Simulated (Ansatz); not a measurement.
PbS:

```
Pb S
1.0
     3.65366    0.00000    0.00000
     0.00000    3.65366    0.00000
     0.00000    0.00000    3.65366
Pb S
1 1
Direct
  0.00000 0.00000 0.00000
  0.50000 0.50000 0.50000
```

Measurements of this composition are mostly on another form, of space group No. 225.

Base run:

| Item | Value |
| --- | --- |
| Program | Ansatz 0.2.0 |
| Functional | PBE |
| Potentials or basis | all-electron PAW datasets made for the crystal |
| Cutoff | 260 eV (chosen from the basis error) |
| k mesh | 6 × 6 × 6 |
| Occupations | fermi-dirac, width 0.05 eV |
| Spin | no spin polarisation |

Its results: band gap on the k mesh none (metal or under the smearing width); pressure 0.0 GPa.

**Question.** The run is repeated on the same cell with these changes: functional from PBE to HSE06; cutoff from 260 eV (chosen from the basis error) to 290 eV (chosen from the basis error). What comes out?

**Answer.** Band gap on the k mesh none (metal or under the smearing width); pressure -1.6 GPa.

Caveats: the k mesh is thin for a metal, which can move the energy by tens of meV per atom; the program warned that the printed levels may be off, so bands, gaps and densities of states are rough (some runs).
